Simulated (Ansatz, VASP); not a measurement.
## LiCl in VASP and in Ansatz

The input INCAR:

```
ALGO = Normal
EDIFF = 1E-7
ENCUT = 520
GGA = PE
ISIF = 2
ISMEAR = 0
LASPH = True
LCHARG = False
LREAL = False
LWAVE = False
NBANDS = 12
NELM = 80
PREC = Accurate
SIGMA = 0.02
```

Contents of KPOINTS:

```
k-points
0
Gamma
  8 8 8
```

The input POSCAR:

```
LiCl
1.0
    0.0000000000      2.6588436399      2.6588436399
    2.6588436399      0.0000000000      2.6588436399
    2.6588436399      2.6588436399      0.0000000000
Li Cl
1 1
Direct
    0.0000000000      0.0000000000      0.0000000000
    0.5000000000      0.5000000000      0.5000000000
```

Input for Ansatz:

```yaml
crystal:
  lattice:
    - [0.0, 2.6588436399, 2.6588436399]
    - [2.6588436399, 0.0, 2.6588436399]
    - [2.6588436399, 2.6588436399, 0.0]
  atoms:
    - { symbol: Li, position: [0.0, 0.0, 0.0] }
    - { symbol: Cl, position: [0.5, 0.5, 0.5] }
basis:
  ecutwfc: 420
kpoints:
  mp_grid: { grid: [8, 8, 8] }
hamiltonian:
  xc: pbe
scf:
  occupations: { method: gaussian, width: 0.02 }
output:
  forces: true
  stress: true
  eigenvalues: true
```

Alike in both runs: task single point; functional PBE; k mesh 8 × 8 × 8; occupations gaussian, width 0.02 eV; no spin polarisation.

|  | VASP | Ansatz |
| --- | --- | --- |
| version | VASP 6.6.1 | Ansatz 0.2.0 |
| potentials or method | VASP PAW PBE potentials, release 64 (Li_sv, Cl) | scalar-relativistic, plane waves, PAW |
| plane-wave cutoff (eV) | 520 | 420 |
| valence electrons in the cell | 10 | 10 |

Ansatz gave:

* gap on the k mesh at the Fermi level (eV): 5.76
* least direct gap on the mesh (eV): 5.76

Question: Which values does VASP return?

Answer: gap on the k mesh at the Fermi level (eV): 5.77; least direct gap on the mesh (eV): 5.77.

 A k mesh can miss the band edges. As with any semilocal functional, this PBE gap is likely too small.
